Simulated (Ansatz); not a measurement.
## SrO in Ansatz: the effect of functional

The system is SrO.

```xyz
2
Lattice="0.0000 2.5663 2.5663 2.5663 0.0000 2.5663 2.5663 2.5663 0.0000" Properties=species:S:1:pos:R:3 pbc="T T T"
Sr    2.5663    2.5663    2.5663
O     0.0000    0.0000    0.0000
```

Alike in all runs:

| Property | Result |
| --- | --- |
| Program | Ansatz 0.2.0 |
| Task | band structure |
| Potentials or basis | all-electron LAPW, scalar-relativistic |
| Cutoff | 217 eV (chosen from the basis error) |
| Basis error allowed | 0.001 eV/atom |
| k mesh | 9 × 9 × 9 |
| Occupations | fermi-dirac, width 0.05 eV |
| Spin | no spin polarisation |

```csv
functional,gap on the mesh (eV),pressure (GPa)
LDA,?,?
PBE,3.37,3.3
PBEsol,3.26,-0.5
RPBE,3.49,6.4
revPBE,3.46,5.6
BLYP,3.51,6.2
```

What does the run with functional LDA give?

gap on the mesh 3.21 eV; pressure -3.8 GPa.

A k mesh can miss the band edges.
